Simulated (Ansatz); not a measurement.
**Sr under changes of volume**

One of the cells (56.319 Å³/atom); the others are scaled copies at fixed shape and fractional positions:

```
Sr
1.0
     0.00000    3.04235    3.04235
     3.04235    0.00000    3.04235
     3.04235    3.04235    0.00000
Sr
1
Direct
  0.00000 0.00000 0.00000
```

- Program: Ansatz 0.2.0
- Functional: HSE06
- Potentials or basis: Ansatz PAW
- Cutoff: 420 eV (not typed: the program's choice for these potentials)
- k mesh: 4 × 4 × 4
- Occupations: fermi-dirac, width 0.05 eV
- Spin: no spin polarisation

```csv
volume (Å³/atom),energy over the lowest point (meV/atom),pressure (GPa)
52.940,21.11,1.4
54.067,12.25,1.0
55.193,5.93,0.7
56.319,1.91,0.4
57.446,0.00,0.1
58.572,?,?
59.698,1.73,-0.4
```

Question: What does the run at 58.572 Å³/atom give?

Answer: Energy over the lowest point 0.00 meV/atom; pressure -0.1 GPa.

Worked out: A Birch-Murnaghan fit of order 3 (a polynomial in V^(-2/3)) to the other rows has its minimum at 58.01 Å³/atom with B0 = V·E''(V) = 13.4 GPa and B' = 3.8. It gives -0.01 meV/atom at 58.572 Å³/atom, against the run's 0.00, and -dE/dV = -0.1 GPa, against -0.1.

Energies are extrapolated to zero smearing.

Caveats: all runs use coarse meshes; the PAW data sets come from PBE, with cores solved anew for the run's functional, which leaves a small shift of forces and pressure; the thresholds are loose for stress.
